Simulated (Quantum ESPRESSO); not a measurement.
# SnTe (F-43m) in Quantum ESPRESSO: further runs

One crystal, SnTe, is run at these levels: LDA, PBE, PBEsol; tasks: phonons, phonon dispersion.

All numbers are computed with Quantum ESPRESSO 7.5; they aren't measurements. Logs are shortened: lines on timing, memory, paths and dates and some standing lists are left out, and cuts for length are marked.

## (1) The structure

Symmetry: F-43m, No. 216, cubic system. The conventional cell has a = 7.222 Å, b = 7.222 Å, c = 7.222 Å, α = 90.00°, β = 90.00°, γ = 90.00°. Around Te (site symmetry -43m) lie 4 Sn at 3.13 Å. Sn (site symmetry -43m) has 4 Te at 3.13 Å as nearest neighbours.

Measurements of this composition are mostly on another form, of space group No. 225.

## (2) Phonons, LDA

The input, pw.in:

```
&CONTROL
  calculation = 'scf'
  prefix = 'pwscf'
  outdir = './tmp'
  pseudo_dir = './pseudo'
  tprnfor = .true.
  tstress = .true.
  disk_io = 'low'
/
&SYSTEM
  ibrav = 0
  nat = 2
  ntyp = 2
  ecutwfc = 52
  ecutrho = 312
  nbnd = 16
  occupations = 'smearing'
  smearing = 'fd'
  degauss = 0.00367493
/
&ELECTRONS
  conv_thr = 4d-10
  electron_maxstep = 120
  mixing_beta = 0.5
/
ATOMIC_SPECIES
Te   127.6000 Te.LDA_PW-JTH.UPF
Sn   118.7100 Sn.LDA_PW-JTH.UPF
CELL_PARAMETERS angstrom
   0.0000000000    3.6111460000    3.6111460000
   3.6111460000    0.0000000000    3.6111460000
   3.6111460000    3.6111460000    0.0000000000
ATOMIC_POSITIONS crystal
Te     0.2500000000    0.2500000000    0.2500000000
Sn     0.0000000000    0.0000000000    0.0000000000
K_POINTS automatic
6 6 6 1 1 1
```

The input, relax.in:

```
&CONTROL
  calculation = 'vc-relax'
  prefix = 'pwscf'
  outdir = './tmp'
  pseudo_dir = './pseudo'
  tprnfor = .true.
  tstress = .true.
  disk_io = 'low'
  nstep = 40
  forc_conv_thr = 0.0001
  etot_conv_thr = 1d-06
/
&SYSTEM
  ibrav = 0
  nat = 2
  ntyp = 2
  ecutwfc = 52
  ecutrho = 312
  nbnd = 16
  occupations = 'smearing'
  smearing = 'fd'
  degauss = 0.00367493
/
&ELECTRONS
  conv_thr = 4d-10
  electron_maxstep = 120
  mixing_beta = 0.5
/
&IONS
  ion_dynamics = 'bfgs'
/
&CELL
  cell_dynamics = 'bfgs'
  press = 0
  press_conv_thr = 0.2
/
ATOMIC_SPECIES
Te   127.6000 Te.LDA_PW-JTH.UPF
Sn   118.7100 Sn.LDA_PW-JTH.UPF
CELL_PARAMETERS angstrom
   0.0000000000    3.6111460000    3.6111460000
   3.6111460000    0.0000000000    3.6111460000
   3.6111460000    3.6111460000    0.0000000000
ATOMIC_POSITIONS crystal
Te     0.2500000000    0.2500000000    0.2500000000
Sn     0.0000000000    0.0000000000    0.0000000000
K_POINTS automatic
6 6 6 1 1 1
```

The input, scf2.in:

```
&CONTROL
  calculation = 'scf'
  prefix = 'pwscf'
  outdir = './tmp'
  pseudo_dir = './pseudo'
  tprnfor = .true.
  tstress = .true.
  disk_io = 'low'
/
&SYSTEM
  ibrav = 0
  nat = 2
  ntyp = 2
  ecutwfc = 52
  ecutrho = 312
  nbnd = 16
  occupations = 'smearing'
  smearing = 'fd'
  degauss = 0.00367493
/
&ELECTRONS
  conv_thr = 1d-13
  electron_maxstep = 120
  mixing_beta = 0.5
  startingpot = 'file'
  startingwfc = 'file'
/
ATOMIC_SPECIES
Te   127.6000 Te.LDA_PW-JTH.UPF
Sn   118.7100 Sn.LDA_PW-JTH.UPF
CELL_PARAMETERS angstrom
   0.0000000000    3.4941791770    3.4941791770
   3.4941791770    0.0000000000    3.4941791770
   3.4941791770    3.4941791770    0.0000000000
ATOMIC_POSITIONS crystal
Te     0.2500000000    0.2500000000    0.2500000000
Sn     0.0000000000    0.0000000000    0.0000000000
K_POINTS automatic
6 6 6 1 1 1
```

The input, ph.in:

```
phonons of SnTe
&INPUTPH
  prefix = 'pwscf'
  outdir = './tmp'
  tr2_ph = 1d-18
  fildyn = 'dyn'
  niter_ph = 90
  alpha_mix(1) = 0.4
/
0.0000000000 0.0000000000 0.0000000000
```

The input, dynmat.in:

```
&INPUT
  fildyn = 'dyn'
  asr = 'crystal'
  filout = 'dynmat.disp'
  fileig = 'dynmat.eig'
/
```

Potentials or basis: JTH 2.0 LDA.

Run with:

```bash
OMP_NUM_THREADS=1 pw.x -in pw.in > pw.out
OMP_NUM_THREADS=1 pw.x -in relax.in > relax.out
OMP_NUM_THREADS=1 pw.x -in scf2.in > scf2.out
OMP_NUM_THREADS=1 ph.x -in ph.in > ph.out
OMP_NUM_THREADS=1 dynmat.x -in dynmat.in > dynmat.out
```

pw.out:

```text
This program is part of the open-source Quantum ESPRESSO suite
     for quantum simulation of materials; please cite
         "P. Giannozzi et al., J. Phys.:Condens. Matter 21 395502 (2009);
         "P. Giannozzi et al., J. Phys.:Condens. Matter 29 465901 (2017);
         "P. Giannozzi et al., J. Chem. Phys. 152 154105 (2020);
     in publications or presentations arising from this work. More details at

     file Te.LDA_PW-JTH.UPF: wavefunction(s)  0S 0P renormalized
     file Sn.LDA_PW-JTH.UPF: wavefunction(s)  0S 5P 0P 4D 0D renormalized
     Message from routine setup:
     using ibrav=0 with symmetry is DISCOURAGED, use correct ibrav instead

     G-vector sticks info
     --------------------
     sticks:   dense  smooth     PW     G-vecs:    dense   smooth      PW
     Sum        1993    1345    385                58887    32311    5065

     Using Slab Decomposition

     bravais-lattice index     =            0
     lattice parameter (alat)  =       9.6507  a.u.
     unit-cell volume          =     635.5676 (a.u.)^3
     number of atoms/cell      =            2
     number of atomic types    =            2
     number of electrons       =        20.00
     number of Kohn-Sham states=           16
     kinetic-energy cutoff     =      52.0000  Ry
     charge density cutoff     =     312.0000  Ry
     scf convergence threshold =      4.0E-10
     mixing beta               =       0.5000
     number of iterations used =            8  plain     mixing
     Exchange-correlation= SLA PW NOGX NOGC
                           (   1   4   0   0   0   0   0)

     celldm(1)=   9.650702  celldm(2)=   0.000000  celldm(3)=   0.000000
     celldm(4)=   0.000000  celldm(5)=   0.000000  celldm(6)=   0.000000

     crystal axes: (cart. coord. in units of alat)
               a(1) = (   0.000000   0.707107   0.707107 )
               a(2) = (   0.707107   0.000000   0.707107 )
               a(3) = (   0.707107   0.707107   0.000000 )

     reciprocal axes: (cart. coord. in units 2 pi/alat)
               b(1) = ( -0.707107  0.707107  0.707107 )
               b(2) = (  0.707107 -0.707107  0.707107 )
               b(3) = (  0.707107  0.707107 -0.707107 )

     PseudoPot. # 1 for Te read from file:
     Te.LDA_PW-JTH.UPF
     Pseudo is Projector augmented-wave + core cor, Zval =  6.0
     Generated using ATOMPAW code
     Shape of augmentation charge: SINC**2
     Using radial grid of 1093 points,  4 beta functions with:
                l(1) =   0
                l(2) =   0
                l(3) =   1
                l(4) =   1
     Q(r) pseudized with 0 coefficients

     PseudoPot. # 2 for Sn read from file:
     Sn.LDA_PW-JTH.UPF
     Pseudo is Projector augmented-wave + core cor, Zval = 14.0
     Generated using ATOMPAW code
     Shape of augmentation charge: BESSEL
     Using radial grid of 1090 points,  6 beta functions with:
                l(1) =   0
                l(2) =   0
                l(3) =   1
                l(4) =   1
                l(5) =   2
                l(6) =   2
     Q(r) pseudized with 0 coefficients

     atomic species   valence    mass     pseudopotential
     Te                6.00   127.60000     Te( 1.00)
     Sn               14.00   118.71000     Sn( 1.00)

     24 Sym. Ops. (no inversion) found

   Cartesian axes

     site n.     atom                  positions (alat units)
         1        Te     tau(   1) = (   0.3535534   0.3535534   0.3535534  )
         2        Sn     tau(   2) = (   0.0000000   0.0000000   0.0000000  )

     number of k points=    28  Fermi-Dirac smearing, width (Ry)=  0.0037
                       cart. coord. in units 2pi/alat
        k(    1) = (   0.0589256   0.0589256   0.0589256), wk =   0.0185185
        k(    2) = (   0.1767767   0.1767767  -0.0589256), wk =   0.0555556
        k(    3) = (   0.2946278   0.2946278  -0.1767767), wk =   0.0555556
        k(    4) = (  -0.2946278  -0.2946278   0.4124790), wk =   0.0555556
        k(    5) = (  -0.1767767  -0.1767767   0.2946278), wk =   0.0555556
        k(    6) = (  -0.0589256  -0.0589256   0.1767767), wk =   0.0555556
[... 20 lines left out ...]
        k(   27) = (   0.2946278   0.2946278   0.2946278), wk =   0.0185185
        k(   28) = (  -0.2946278  -0.2946278   0.8838835), wk =   0.0555556

     Dense  grid:    58887 G-vectors     FFT dimensions: (  60,  60,  60)

     Smooth grid:    32311 G-vectors     FFT dimensions: (  45,  45,  45)

     Initial potential from superposition of free atoms

     starting charge      19.9987, renormalised to      20.0000

     negative rho (up, down):  5.297E-03 0.000E+00
     Starting wfcs are   26 randomized atomic wfcs

     Self-consistent Calculation

     iteration #  1     ecut=    52.00 Ry     beta= 0.50
     Davidson diagonalization with overlap
     ethr =  1.00E-02,  avg # of iterations =  8.4

     Threshold (ethr) on eigenvalues was too large:
     Diagonalizing with lowered threshold

     Davidson diagonalization with overlap
     ethr =  2.12E-04,  avg # of iterations =  5.5

     negative rho (up, down):  6.017E-03 0.000E+00

     total energy              =    -782.58344983 Ry
     estimated scf accuracy    <       0.04231761 Ry

     iteration #  2     ecut=    52.00 Ry     beta= 0.50
     Davidson diagonalization with overlap
     ethr =  2.12E-04,  avg # of iterations =  2.0
[... 51 lines left out ...]
     iteration #  8     ecut=    52.00 Ry     beta= 0.50
     Davidson diagonalization with overlap
     ethr =  4.54E-12,  avg # of iterations =  5.8

     negative rho (up, down):  5.804E-03 0.000E+00

     End of self-consistent calculation

          k = 0.0589 0.0589 0.0589 (  3981 PWs)   bands (ev):

   -18.1319 -18.1318 -18.1318 -18.1222 -18.1222  -8.0307  -1.9408   1.5858
     1.5858   1.6675   4.5463   4.5896   4.5896   7.6863   9.8299   9.8299

          k = 0.1768 0.1768-0.0589 (  4015 PWs)   bands (ev):

   -18.1324 -18.1315 -18.1313 -18.1223 -18.1221  -7.8850  -2.5189   1.1315
     1.4706   1.9125   4.6789   4.7992   5.2335   8.6084   9.1337   9.5754

          k = 0.2946 0.2946-0.1768 (  4017 PWs)   bands (ev):

   -18.1330 -18.1308 -18.1307 -18.1221 -18.1220  -7.6223  -3.2989   0.7777
     1.1936   1.9038   5.2263   5.2342   6.0882   9.0481   9.4140  10.0945

          k =-0.2946-0.2946 0.4125 (  4028 PWs)   bands (ev):

   -18.1332 -18.1306 -18.1306 -18.1221 -18.1220  -7.5150  -3.5614   0.7260
     1.0394   1.8855   5.2202   5.4423   6.7044   9.2164   9.5748  10.4295

          k =-0.1768-0.1768 0.2946 (  4008 PWs)   bands (ev):
[... 6 lines left out ...]
   -18.1323 -18.1315 -18.1315 -18.1224 -18.1221  -7.9548  -2.2594   1.3695
     1.3713   1.9588   4.3244   4.9413   4.9513   8.2255   9.0352  10.0248

          k = 0.2946 0.0589 0.0589 (  4007 PWs)   bands (ev):

   -18.1331 -18.1309 -18.1309 -18.1224 -18.1219  -7.8133  -2.7361   1.0287
     1.0700   2.3986   4.0352   5.5086   5.5376   8.3320   9.1083  10.3946

          k = 0.4125 0.1768-0.0589 (  4029 PWs)   bands (ev):

   -18.1336 -18.1305 -18.1303 -18.1226 -18.1218  -7.5912  -3.3280   0.5140
     0.8707   2.7173   4.2576   5.9362   6.0985   8.5232   9.8097  10.6757

          k =-0.1768-0.4125 0.5303 (  4024 PWs)   bands (ev):

   -18.1336 -18.1304 -18.1300 -18.1223 -18.1219  -7.4248  -3.6971   0.1838
     0.7869   2.7572   4.9895   5.9266   6.4112   8.6527   9.9295  10.5304

          k =-0.0589-0.2946 0.4125 (  4024 PWs)   bands (ev):

   -18.1334 -18.1306 -18.1303 -18.1223 -18.1220  -7.5225  -3.4878   0.2593
     0.9671   2.6742   4.9170   5.7551   6.0415   8.9240   9.3901  10.4387

          k = 0.0589-0.1768 0.2946 (  4012 PWs)   bands (ev):

   -18.1329 -18.1310 -18.1308 -18.1223 -18.1220  -7.7560  -2.9152   0.8067
     1.2070   2.2826   4.4667   5.3719   5.6368   8.6580   9.2527   9.9833

          k = 0.5303 0.0589 0.0589 (  4035 PWs)   bands (ev):

   -18.1346 -18.1297 -18.1297 -18.1228 -18.1215  -7.4479  -3.6353   0.4834
     0.5783   2.8639   3.7335   6.7172   6.7907   8.3426  10.3042  11.4551

          k =-0.0589-0.5303 0.6482 (  4030 PWs)   bands (ev):

   -18.1346 -18.1298 -18.1293 -18.1228 -18.1215  -7.3272  -3.8660   0.2054
     0.4540   3.1066   4.1107   6.5909   6.9816   8.6600   9.9216  11.1252

          k = 0.0589-0.4125 0.5303 (  4026 PWs)   bands (ev):

   -18.1339 -18.1303 -18.1297 -18.1224 -18.1218  -7.3684  -3.7882   0.0226
     0.6782   3.0276   5.0498   5.9488   6.4974   8.2995   9.8588  10.6922

          k = 0.1768-0.2946 0.4125 (  4019 PWs)   bands (ev):

   -18.1333 -18.1306 -18.1304 -18.1222 -18.1220  -7.5188  -3.5252   0.4631
     0.9890   2.3058   5.0619   5.6234   6.3446   9.1305   9.5224  10.2737

          k =-0.6482 0.0589 0.0589 (  4033 PWs)   bands (ev):

   -18.1350 -18.1293 -18.1293 -18.1230 -18.1214  -7.3288  -3.8713   0.3629
     0.4685   2.8902   3.6764   7.1474   7.2175   8.7166   9.9587  11.5049

          k =-0.5303 0.1768-0.0589 (  4027 PWs)   bands (ev):

   -18.1343 -18.1300 -18.1297 -18.1227 -18.1216  -7.4303  -3.6694   0.3078
     0.6025   3.0003   4.1486   6.2464   6.6924   8.6773   9.8623  11.2311

          k =-0.4125 0.0589 0.0589 (  4024 PWs)   bands (ev):

   -18.1339 -18.1303 -18.1302 -18.1227 -18.1217  -7.6301  -3.2280   0.7140
     0.7874   2.7304   3.8364   6.1543   6.1632   8.1035   9.9932  10.9026

          k = 0.1768 0.1768 0.1768 (  4014 PWs)   bands (ev):

   -18.1325 -18.1312 -18.1312 -18.1222 -18.1222  -7.8224  -2.7375   1.3290
     1.3290   1.6473   5.0079   5.0079   5.2120   8.7520   9.4457   9.4457

          k = 0.2946 0.2946 0.0589 (  4019 PWs)   bands (ev):
[... 21 lines left out ...]
   -18.1338 -18.1304 -18.1297 -18.1225 -18.1218  -7.4009  -3.7263   0.1234
     0.6372   3.0993   4.7732   5.8427   6.5573   8.6120   9.6372  10.9422

          k =-0.0589-0.2946 0.6482 (  4034 PWs)   bands (ev):

   -18.1341 -18.1303 -18.1293 -18.1226 -18.1217  -7.3257  -3.8607   0.1007
     0.3981   3.3770   4.7162   5.8884   6.6844   8.5850   9.8872  11.0401

          k =-0.7660 0.1768 0.1768 (  4038 PWs)   bands (ev):

   -18.1343 -18.1299 -18.1296 -18.1227 -18.1217  -7.3419  -3.8385   0.0518
     0.6336   2.9756   4.6087   6.5029   6.6300   8.3053  10.3334  10.3883

          k = 0.2946 0.2946 0.2946 (  4029 PWs)   bands (ev):

   -18.1331 -18.1307 -18.1307 -18.1221 -18.1221  -7.5718  -3.4422   1.1244
     1.1244   1.4638   5.2818   5.2818   6.5310   8.9433  10.1137  10.1139

          k =-0.2946-0.2946 0.8839 (  4011 PWs)   bands (ev):

   -18.1334 -18.1304 -18.1303 -18.1222 -18.1220  -7.4675  -3.6299   0.3099
     0.9629   2.4091   5.1892   5.6791   6.4672   8.9156   9.9183   9.9206

     the Fermi energy is     3.5368 ev

!    total energy              =    -782.59464402 Ry
     total all-electron energy =      -782.594644 Ry
     estimated scf accuracy    <          2.4E-10 Ry
     smearing contrib. (-TS)   =      -0.00013754 Ry
     internal energy E=F+TS    =    -782.59450648 Ry

     The total energy is F=E-TS. E is the sum of the following terms:
     one-electron contribution =     -93.79259269 Ry
     hartree contribution      =      69.12824911 Ry
     xc contribution           =     -35.25588843 Ry
     ewald contribution        =     -87.80771783 Ry
     one-center paw contrib.   =    -634.86655663 Ry

     convergence has been achieved in   8 iterations

     negative rho (up, down):  5.804E-03 0.000E+00

     Forces acting on atoms (cartesian axes, Ry/au):

     atom    1 type  1   force =    -0.00000000    0.00000000    0.00000000
     atom    2 type  2   force =     0.00000000    0.00000000    0.00000000

     Total force =     0.000000     Total SCF correction =     0.000000

     Computing stress (Cartesian axis) and pressure

     negative rho (up, down):  5.804E-03 0.000E+00
          total   stress  (Ry/bohr**3)                   (kbar)     P=      -23.58
  -0.00016029  -0.00000000  -0.00000000          -23.58       -0.00       -0.00
  -0.00000000  -0.00016029   0.00000000           -0.00      -23.58        0.00
  -0.00000000   0.00000000  -0.00016029           -0.00        0.00      -23.58

=------------------------------------------------------------------------------=
   JOB DONE.
=------------------------------------------------------------------------------=
```

Run time: 14 min. Hardware: 1 thread of Arm Neoverse V2, shared host; peak memory 0.27 GiB.

What came out:

| Quantity | Value |
| --- | --- |
| Free energy | -10647.8040 eV |
| Relaxed volume | 42.66 Å³/atom |
| Relaxed cell | a = 4.942 Å, b = 4.942 Å, c = 4.942 Å, α = 60.00°, β = 60.00°, γ = 60.00° |
| Space group after relaxing (to 0.05 Å) | F-43m (No. 216) |
| Pressure after relaxing | 0.0 GPa |
| Highest phonon frequency at Γ, LO-TO splitting left out | 113 cm⁻¹ |

The path:
```
step  energy change (eV)  largest force (eV/Å)  pressure (GPa)  volume (Å³)
   1              0.0000                0.0000           -2.36        94.18
   2             -0.0158                0.0000           -2.11        93.05
   3             -0.0359                0.0000           -1.73        91.38
   4             -0.0577                0.0000           -1.08        88.90
   5             -0.0701                0.0000            0.01        85.28
   6             -0.0701                0.0000            0.00        85.32
```

Final structure:
```cif
data_structure
_symmetry_space_group_name_H-M 'P 1'
_symmetry_Int_Tables_number 1
_cell_length_a 4.9415
_cell_length_b 4.9415
_cell_length_c 4.9415
_cell_angle_alpha 60.000
_cell_angle_beta 60.000
_cell_angle_gamma 60.000
_cell_volume 85.32
loop_
_atom_site_label
_atom_site_type_symbol
_atom_site_fract_x
_atom_site_fract_y
_atom_site_fract_z
_atom_site_occupancy
Te1 Te 0.25000 0.25000 0.25000 1
Sn1 Sn 0.00000 0.00000 0.00000 1
```

Levels at points of the mesh, in eV from the valence-band top:
| k point | band 8 | band 9 | band 10 | band 11 | band 12 | band 13 |
| --- | --- | --- | --- | --- | --- | --- |
| (0.08, 0.08, 0.08) | -2.13 | -2.13 | -2.00 | 1.02 | 1.06 | 1.06 |

Phonon frequencies in cm⁻¹ (negative: imaginary):
```tsv
q point	frequencies
(0.000, 0.000, 0.000)	2 2 2 113 113 113
```

Optical modes at Γ, degenerate ones joined, polar ones without the macroscopic field:
| cm⁻¹ | components | symmetry | active in |
| --- | --- | --- | --- |
| 113 | 3 | T2 | IR and Raman |

Caveat: the mesh is thin for the phonons of a metal. Spin-orbit coupling is left out, which matters for the levels of Te.

(Continued in part 2 of 3.)
